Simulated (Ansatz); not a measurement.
The system is Ga.

```
CELL_PARAMETERS angstrom
1.38300 -4.02650 0.00000
1.38300 4.02650 0.00000
-0.11745 0.00000 3.32993
ATOMIC_POSITIONS crystal
Ga 0.13100 0.86900 0.75000
Ga 0.86900 0.13100 0.25000
```

This isn't the form of Ga at room conditions, which is orthorhombic.

```yaml
Program: Ansatz 0.2.0
Task: relaxation of cell and atoms
Functional: BLYP
Dispersion: D3(BJ)
Potentials_or_basis: Ansatz PAW
Cutoff: "420 eV (not typed: the program's choice for these potentials)"
k_mesh: 10 × 10 × 8
Occupations: fermi-dirac, width 0.05 eV
Spin: no spin polarisation
```

At the start: volume 18.54 Å³/atom.

Question: Where does the relaxation end?

Answer: It ends after 12 steps and the volume is 18.82 Å³/atom (+1.5 %); space group Cmcm (No. 63, to 0.05 Å).

Step by step:
```csv
step,energy change (eV),largest force (eV/Å),volume (Å³)
1,0.0000,0.1610,37.09
2,-0.0058,0.0202,37.37
3,-0.0074,0.0255,37.58
4,-0.0077,0.0099,37.61
5,-0.0083,0.0141,37.61
6,-0.0088,0.0024,37.58
7,-0.0094,0.0002,37.59
8,-0.0098,0.0006,37.64
9,-0.0098,0.0073,37.62
10,-0.0100,0.0162,37.63
11,-0.0100,0.0005,37.63
12,-0.0102,0.0005,37.63
```

Final structure:
```
Ga
1.0
     1.43810   -4.06168    0.02621
     1.43810    4.06168    0.02621
    -0.05901    0.00000    3.22037
Ga
2
Direct
  0.13481 0.86519 0.75000
  0.86519 0.13481 0.25000
```

Caveat: the plane-wave basis is chosen anew once the cell has moved, so the energies of steps on either side of that aren't comparable; pairwise dispersion overbinds metals, which lowers pressure and volume; the PAW data sets come from PBE, with cores solved anew for the run's functional, which leaves a small shift of forces and pressure.
